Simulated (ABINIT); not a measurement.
# C (Fd-3m) in ABINIT: notebook

Runs on C. Level: PBEsol. Tasks: single point, relaxation of cell and atoms.

All numbers are computed with ABINIT 10.8.3 (patched build); they aren't measurements. Logs are shortened: lines on timing, memory, paths and dates and some standing lists are left out, and cuts for length are marked. The log counts tension as positive stress, the text compression.

**1. The crystal as given**

Symmetry: Fd-3m, No. 227, cubic system. Conventional cell: a = 3.567 Å, b = 3.567 Å, c = 3.567 Å, α = 90.00°, β = 90.00°, γ = 90.00°. C (site symmetry -43m) has 4 C at 1.54 Å as nearest neighbours.

This isn't the form of C at room conditions, which is graphite.

**2. Single point, PBEsol**

The input, run.abi:

```
# Pseudopotentials
pp_dirpath "./"
pseudos "C.upf"

# Structure
acell 4.7660140852 4.7660140852 4.7660140852
rprim
     0.0000000000     0.7071067812     0.7071067812
     0.7071067812     0.0000000000     0.7071067812
     0.7071067812     0.7071067812     0.0000000000
ntypat 1
znucl 6
natom 2
typat 1 1
xred
     0.7500000000     0.7500000000     0.7500000000
     0.5000000000     0.5000000000     0.5000000000

# Plane-wave basis
ecut 37.0

# k points
kptopt 1
ngkpt 10 10 10
nshiftk 1
shiftk 0.0 0.0 0.0

# Exchange and correlation
ixc -116133

# Bands and occupations
nband 8
occopt 3
tsmear 0.05 eV

# SCF cycle
nstep 100
tolvrs 1.0e-10

# Output
iomode 3
prtwf 0
prteig 0
prtebands 0
enunit 2
prtden 1
prtvha 1
prtvclmb 1
prtpot 1
prtelf 1
```

Potentials or basis: PseudoDojo NC SR PBEsol v0.4.1 standard.

Started as:

```
$ abinit run.abi > log 2>&1
```

run.abo:

```text
.Version 10.8.3 of ABINIT
 Symmetries : space group Fd -3 m (#227); Bravais cF (face-center cubic)
================================================================================
 Values of the parameters that define the memory need of the present run
     intxc =       0    ionmov =       0      iscf =       7    lmnmax =       4
     lnmax =       4     mgfft =      30  mpssoang =       2    mqgrid =    3001
     natom =       2  nloc_mem =       1    nspden =       1   nspinor =       1
    nsppol =       1      nsym =      48    n1xccc =    2501    ntypat =       1
    occopt =       3   xclevel =       2
       mpw =         845          nfft =       27000          nkpt =          47
================================================================================
================================================================================

--------------------------------------------------------------------------------
------------- Echo of variables that govern the present computation ------------
--------------------------------------------------------------------------------
 -outvars: echo values of preprocessed input variables --------
            acell      4.7660140852E+00  4.7660140852E+00  4.7660140852E+00 Bohr
              amu      1.20110000E+01
             ecut      3.70000000E+01 Hartree
           enunit           2
              ixc     -116133
         kptrlatt       10    0    0      0   10    0      0    0   10
          kptrlen      4.76601409E+01
            natom           2
            nband           8
            ngfft          30      30      30
             nkpt          47
            nstep         100
             nsym          48
           ntypat           1
           occopt           3
        prtebands           0
           prteig           0
           prtelf           1
           prtpot           1
         prtvclmb           1
           prtvha           1
            prtwf           0
            rprim      0.0000000000E+00  7.0710678120E-01  7.0710678120E-01
                       7.0710678120E-01  0.0000000000E+00  7.0710678120E-01
                       7.0710678120E-01  7.0710678120E-01  0.0000000000E+00
          spgroup         227
           tolvrs      1.00000000E-10
           tsmear      1.83746611E-03 Hartree
            typat      1  1
           xangst      2.6750549982E+00  2.6750549982E+00  2.6750549982E+00
                       1.7833699988E+00  1.7833699988E+00  1.7833699988E+00
            xcart      5.0551213184E+00  5.0551213184E+00  5.0551213184E+00
                       3.3700808789E+00  3.3700808789E+00  3.3700808789E+00
             xred      7.5000000000E-01  7.5000000000E-01  7.5000000000E-01
                       5.0000000000E-01  5.0000000000E-01  5.0000000000E-01
            znucl        6.00000

================================================================================

 chkinp: Checking input parameters for consistency.

================================================================================
== DATASET  1 ==================================================================

--- !DatasetInfo
iteration_state: {dtset: 1, }
dimensions: {natom: 2, nkpt: 47, mband: 8, nsppol: 1, nspinor: 1, nspden: 1, mpw: 845, }
cutoff_energies: {ecut:  37.0, pawecutdg:  -1.0, }
electrons: {nelect:   8.00000000E+00, charge:   0.00000000E+00, occopt:   3.00000000E+00, tsmear:   1.83746611E-03, }
meta: {optdriver: 0, ionmov: 0, optcell: 0, iscf: 7, paral_kgb: 0, }
...

 Real(R)+Recip(G) space primitive vectors, cartesian coordinates (Bohr,Bohr^-1):
 R(1)=  0.0000000  3.3700809  3.3700809  G(1)= -0.1483644  0.1483644  0.1483644
 R(2)=  3.3700809  0.0000000  3.3700809  G(2)=  0.1483644 -0.1483644  0.1483644
 R(3)=  3.3700809  3.3700809  0.0000000  G(3)=  0.1483644  0.1483644 -0.1483644
 Unit cell volume ucvol=  7.6551017E+01 bohr^3
 Angles (23,13,12)=  6.00000000E+01  6.00000000E+01  6.00000000E+01 degrees

 getcut: wavevector=  0.0000  0.0000  0.0000  ngfft=  30  30  30
         ecut(hartree)=     37.000   => boxcut(ratio)=   2.30135

 getcut : COMMENT -
  Note that boxcut > 2.2 ; recall that boxcut=Gcut(box)/Gcut(sphere) = 2
  is sufficient for exact treatment of convolution.
  Such a large boxcut is a waste : you could raise ecut
  e.g. ecut=   48.989798 Hartrees makes boxcut=2

--- Pseudopotential description ------------------------------------------------
- pspini: atom type   1  psp file is ./C.upf
12 -116133 1 -1 1248                          pspcod,pspxc,lmax,lloc,mmax
     nproj     2     2

   6.95854787E+01                                ecore*ucvol(ha*bohr**3)
--------------------------------------------------------------------------------

================================================================================

--- !BeginCycle
iteration_state: {dtset: 1, }
solver: {iscf: 7, nstep: 100, nline: 4, wfoptalg: 0, }
tolerances: {tolvrs: 1.00E-10, }
...

     iter   Etot(hartree)      deltaE(h)  residm     vres2
 ETOT  1  -11.990818710493    -1.199E+01 1.712E-01 5.705E+01
 ETOT  2  -12.007997839404    -1.718E-02 2.112E-03 2.182E-01
 ETOT  3  -12.008014936492    -1.710E-05 8.373E-05 7.927E-03
 ETOT  4  -12.008015397912    -4.614E-07 5.773E-06 2.779E-05
 ETOT  5  -12.008015399037    -1.124E-09 7.747E-07 1.928E-08
 ETOT  6  -12.008015399038    -1.016E-12 9.840E-08 3.472E-11

 At SCF step    6       vres2   =  3.47E-11 < tolvrs=  1.00E-10 =>converged.

 Compute ELF
--------------------------------------------------------------------------------

 Compute kinetic energy density

 Compute gradient of the electron density
 Electron Localization Function (ELF) [min:0;max:1]
)     Maximum=    9.4462E-01  at reduced coord.    0.6000    0.6333    0.6333
)     Minimum=    7.0067E-07  at reduced coord.    0.5000    0.5000    0.5000
   Integrated=    3.2923E+01

--------------------------------------------------------------------------------
 End of ELF section

 Cartesian components of stress tensor (hartree/bohr^3)
  sigma(1 1)=  1.36995017E-04  sigma(3 2)=  0.00000000E+00
  sigma(2 2)=  1.36995017E-04  sigma(3 1)=  0.00000000E+00
  sigma(3 3)=  1.36995017E-04  sigma(2 1)=  0.00000000E+00

--- !ResultsGS
iteration_state: {dtset: 1, }
comment   : Summary of ground state results
lattice_vectors:
- [  0.0000000,   3.3700809,   3.3700809, ]
- [  3.3700809,   0.0000000,   3.3700809, ]
- [  3.3700809,   3.3700809,   0.0000000, ]
lattice_lengths: [   4.76601,    4.76601,    4.76601, ]
lattice_angles: [ 60.000,  60.000,  60.000, ] # degrees, (23, 13, 12)
lattice_volume:   7.6551017E+01
convergence: {deltae: -1.016E-12, res2:  3.472E-11, residm:  9.840E-08, diffor: null, }
etotal    :  -1.20080154E+01
entropy   :   0.00000000E+00
fermie    :   4.32379001E-01
cartesian_stress_tensor: # hartree/bohr^3
- [  1.36995017E-04,   0.00000000E+00,   0.00000000E+00, ]
- [  0.00000000E+00,   1.36995017E-04,   0.00000000E+00, ]
- [  0.00000000E+00,   0.00000000E+00,   1.36995017E-04, ]
pressure_GPa:  -4.0305E+00
xred      :
- [  7.5000E-01,   7.5000E-01,   7.5000E-01,  C]
- [  5.0000E-01,   5.0000E-01,   5.0000E-01,  C]
cartesian_forces: # hartree/bohr
- [ -7.80259123E-32,   7.80259123E-32,  -7.80259123E-32, ]
- [  7.80259123E-32,  -7.80259123E-32,   7.80259123E-32, ]
force_length_stats: {min:   1.35144844E-31, max:   1.35144844E-31, mean:   1.35144844E-31, }
...

 Integrated electronic density in atomic spheres:
 ------------------------------------------------
 Atom  Sphere_radius  Integrated_density
    1        2.00000          4.65838319
    2        2.00000          4.69624241
================================================================================

 ----iterations are completed or convergence reached----

 Mean square residual over all n,k,spin=   70.821E-11; max=  98.401E-09
 reduced coordinates (array xred) for    2 atoms
       0.750000000000      0.750000000000      0.750000000000
       0.500000000000      0.500000000000      0.500000000000
 rms dE/dt=  4.2940E-31; max dE/dt=  0.0000E+00; dE/dt below (all hartree)
    1       0.000000000000      0.000000000000      0.000000000000
    2       0.000000000000     -0.000000000000      0.000000000000

 cartesian coordinates (angstrom) at end:
    1      2.67505499823742     2.67505499823742     2.67505499823742
    2      1.78336999882495     1.78336999882495     1.78336999882495

 cartesian forces (hartree/bohr) at end:
    1     -0.00000000000000     0.00000000000000    -0.00000000000000
    2      0.00000000000000    -0.00000000000000     0.00000000000000
 frms,max,avg= 7.8025912E-32 7.8025912E-32   0.000E+00  0.000E+00  0.000E+00 h/b

 cartesian forces (eV/Angstrom) at end:
    1     -0.00000000000000     0.00000000000000    -0.00000000000000
    2      0.00000000000000    -0.00000000000000     0.00000000000000
 frms,max,avg= 4.0122537E-30 4.0122537E-30   0.000E+00  0.000E+00  0.000E+00 e/A
 length scales=  4.766014085200  4.766014085200  4.766014085200 bohr
              =  2.522066039020  2.522066039020  2.522066039020 angstroms
 Fermi (or HOMO) energy (hartree) =   0.43238   Average Vxc (hartree)=  -0.50118
 Eigenvalues (hartree) for nkpt=  47  k points:
 kpt#   1, nband=  8, wtk=  0.00100, kpt=  0.0000  0.0000  0.0000 (reduced coord)
  -0.41465    0.37730    0.37730    0.37730    0.58181    0.58181    0.58181    0.86782
      occupation numbers for kpt#   1
   2.00000    2.00000    2.00000    2.00000    0.00000    0.00000    0.00000    0.00000
 prteigrs : prtvol=0 or 1, do not print more k-points.

 Fermi (or HOMO) energy (eV) =  11.76563   Average Vxc (eV)= -13.63783
 Eigenvalues (   eV  ) for nkpt=  47  k points:
 kpt#   1, nband=  8, wtk=  0.00100, kpt=  0.0000  0.0000  0.0000 (reduced coord)
 -11.28314   10.26697   10.26697   10.26697   15.83184   15.83184   15.83184   23.61457
 prteigrs : prtvol=0 or 1, do not print more k-points.

--- !EnergyTerms
iteration_state     : {dtset: 1, }
comment             : Components of total free energy in Hartree
kinetic             :  8.44305861790733E+00
hartree             :  9.47633614488252E-01
xc                  : -4.30798422435668E+00
Ewald energy        : -1.27873442511249E+01
psp_core            :  9.09007888823874E-01
local_psp           : -4.63191154644452E+00
non_local_psp       : -5.80475498331001E-01
internal            : -1.20080153990377E+01
'-kT*entropy'       :  6.25794365140564E-16
total_energy        : -1.20080153990377E+01
total_energy_eV     : -3.26754745070901E+02
band_energy         :  3.66114333439428E-01
...

 Cartesian components of stress tensor (hartree/bohr^3)
  sigma(1 1)=  1.36995017E-04  sigma(3 2)=  0.00000000E+00
  sigma(2 2)=  1.36995017E-04  sigma(3 1)=  0.00000000E+00
  sigma(3 3)=  1.36995017E-04  sigma(2 1)=  0.00000000E+00

-Cartesian components of stress tensor (GPa)         [Pressure= -4.0305E+00 GPa]
- sigma(1 1)=  4.03053254E+00  sigma(3 2)=  0.00000000E+00
- sigma(2 2)=  4.03053254E+00  sigma(3 1)=  0.00000000E+00
- sigma(3 3)=  4.03053254E+00  sigma(2 1)=  0.00000000E+00

== END DATASET(S) ==============================================================
================================================================================

 -outvars: echo values of variables after computation  --------
            acell      4.7660140852E+00  4.7660140852E+00  4.7660140852E+00 Bohr
           etotal     -1.2008015399E+01
            fcart     -7.8025912291E-32  7.8025912291E-32 -7.8025912291E-32
                       7.8025912291E-32 -7.8025912291E-32  7.8025912291E-32
            rprim      0.0000000000E+00  7.0710678120E-01  7.0710678120E-01
                       7.0710678120E-01  0.0000000000E+00  7.0710678120E-01
                       7.0710678120E-01  7.0710678120E-01  0.0000000000E+00
           strten      1.3699501657E-04  1.3699501657E-04  1.3699501657E-04
                       0.0000000000E+00  0.0000000000E+00  0.0000000000E+00
           xangst      2.6750549982E+00  2.6750549982E+00  2.6750549982E+00
                       1.7833699988E+00  1.7833699988E+00  1.7833699988E+00
             xred      7.5000000000E-01  7.5000000000E-01  7.5000000000E-01
                       5.0000000000E-01  5.0000000000E-01  5.0000000000E-01
 Calculation completed.
```

It took 7.2 s on 1 thread of Arm Neoverse V1, shared host; peak memory 0.06 GiB.

What came out:

```yaml
Free_energy: -326.7547 eV
Pressure: -4.0 GPa
Band_gap_on_the_k_mesh: 4.08 eV, indirect (least direct gap 5.56 eV)
All_electrons_inside_the_program's_atomic_spheres: C 4.66, 4.70 (radii [1.0584] Å)
```

Levels at points of the mesh, in eV from the valence-band top:
| k point | band 2 | band 3 | band 4 | band 5 | band 6 | band 7 |
| --- | --- | --- | --- | --- | --- | --- |
| (0.00, 0.00, 0.00) | 0.00 | 0.00 | 0.00 | 5.56 | 5.56 | 5.56 |
| (0.50, 0.00, 0.00) | -13.49 | -2.82 | -2.82 | 8.43 | 8.43 | 8.87 |
| (0.50, 0.50, 0.00) | -12.80 | -6.36 | -6.36 | 4.65 | 4.65 | 16.80 |

**3. Relaxation of cell and atoms, PBEsol**

The input, run.abi:

```
# Pseudopotentials
pp_dirpath "./"
pseudos "C.upf"

# Structure
acell 4.7660140852 4.7660140852 4.7660140852
rprim
     0.0000000000     0.7071067812     0.7071067812
     0.7071067812     0.0000000000     0.7071067812
     0.7071067812     0.7071067812     0.0000000000
ntypat 1
znucl 6
natom 2
typat 1 1
chkprim 0
chksymtnons 0
tolsym 1.0e-6
xred
            3/4            3/4            3/4
            1/2            1/2            1/2

# Plane-wave basis
ecut 37.0
ecutsm 0.5

# k points
kptopt 1
ngkpt 10 10 10
nshiftk 1
shiftk 0.0 0.0 0.0

# Exchange and correlation
ixc -116133

# Bands and occupations
nband 8
occopt 3
tsmear 0.00183747

# SCF cycle
nstep 80
tolvrs 1.0e-12

# Output
iomode 3
prteig 0
prtebands 0
prtwf 0
prtden 0

# Relaxation
ionmov 22
optcell 2
ntime 50
tolmxf 2.0e-5
dilatmx 1.08
```

Potentials or basis: PseudoDojo NC SR PBEsol v0.4.1 standard.

Started as:

```
$ abinit run.abi > log 2>&1
```

Wall time 13 s (1 thread of AMD EPYC 9R45 (Zen 5), shared host); peak memory 0.07 GiB.

Results (log left out):

```yaml
Free_energy: -326.7547 eV
Relaxed_volume: 5.63 Å³/atom
Relaxed_cell: a = 2.517 Å, b = 2.517 Å, c = 2.517 Å, α = 60.00°, β = 60.00°, γ = 60.00°
Space_group_after_relaxing_to_0.05_Å: Fd-3m (No. 227)
Energy_gained_by_relaxing: 0.3 meV/atom
Ionic_steps: 4
Pressure_after_relaxing: 0.0 GPa
Band_gap_on_the_k_mesh: 4.09 eV, indirect (least direct gap 5.58 eV)
```

The path:
```
step  energy change (eV)  largest force (eV/Å)  pressure (GPa)  volume (Å³)
   1              0.0000                0.0000           -2.88        11.34
   2             -0.0006                0.0000            1.03        11.24
   3             -0.0007                0.0000           -0.02        11.27
   4             -0.0007                0.0000            0.00        11.27
```

Final structure:
```
C
1.0
     0.00000    1.77947    1.77947
     1.77947    0.00000    1.77947
     1.77947    1.77947    0.00000
C
2
Direct
  0.75000 0.75000 0.75000
  0.50000 0.50000 0.50000
```

**4. Single point, PBEsol (cell relaxed)**

The input, run.abi:

```
pp_dirpath "./"
pseudos "C.upf"

acell 4.755586724 4.755586724 4.755586724
rprim
     0.0000000000     0.7071067812     0.7071067812
     0.7071067812     0.0000000000     0.7071067812
     0.7071067812     0.7071067812     0.0000000000
ntypat 1
znucl 6
natom 2
typat 1 1
xcart
     5.0440614316     5.0440614316     5.0440614316
     3.3627076211     3.3627076211     3.3627076211
chkprim 0
chksymtnons 0
tolsym 1.0e-6

ecut 37.0

kptopt 1
ngkpt 10 10 10
nshiftk 1
shiftk 0.0 0.0 0.0

ixc -116133

nband 8
occopt 3
tsmear 0.05 eV

nstep 100
tolvrs 1.0e-10

iomode 3
prtwf 0
prtden 0
prteig 0
prtebands 0
enunit 1
```

Started as:

```
$ abinit run.abi > log 2>&1
```

It took 3.5 s on 1 thread of AMD EPYC 9R45 (Zen 5), shared host; peak memory 0.07 GiB.

Results (log left out):

```
Free energy                                       : -326.7554 eV
Pressure                                          : -1.1 GPa
Band gap on the k mesh                            : 4.09 eV, indirect (least direct gap 5.58 eV)
All electrons inside the program's atomic spheres : C 4.69, 4.73 (radii [1.0584] Å)
```

Levels at points of the mesh, in eV from the valence-band top:
| k point | band 1 | band 2 | band 3 | band 4 | band 5 | band 6 | band 7 | band 8 |
| --- | --- | --- | --- | --- | --- | --- | --- | --- |
| (0.00, 0.00, 0.00) | -21.64 | 0.00 | 0.00 | 0.00 | 5.58 | 5.58 | 5.58 | 13.50 |
| (0.50, 0.00, 0.00) | -15.77 | -13.56 | -2.84 | -2.84 | 8.46 | 8.46 | 8.96 | 15.55 |
| (0.50, 0.50, 0.00) | -12.85 | -12.85 | -6.40 | -6.40 | 4.67 | 4.67 | 16.90 | 16.90 |

A k mesh can miss the band edges.

**5. The runs side by side**

| task | cell | cell freedom (optcell) | optimiser (ionmov) | cutoff smearing ecutsm (Ha) | force stop (Ha/bohr) | gap on the mesh (eV) | pressure (GPa) |
| --- | --- | --- | --- | --- | --- | --- | --- |
| single point | as given | - | - | - | - | 4.08 | -4.0 |
| relaxation of cell and atoms | relaxed | 2 | 22 | 0.5 | 2e-05 | 4.09 | 0.0 |
| single point | cell relaxed | - | - | - | - | 4.09 | -1.1 |

Alike in all rows: level PBEsol; potentials or basis PseudoDojo NC SR PBEsol v0.4.1 standard; no spin polarisation; k mesh 10 × 10 × 10; cutoff (eV) 1007; smearing fermi-dirac 0.05 eV.

Absolute energies hang on the potentials; compare differences alone.

**6. Against experiment**

Step 3. The cell as given is a measured one (5.67 Å³/atom); PBEsol puts the equilibrium volume -0.7 % from it, thermal expansion not counted.
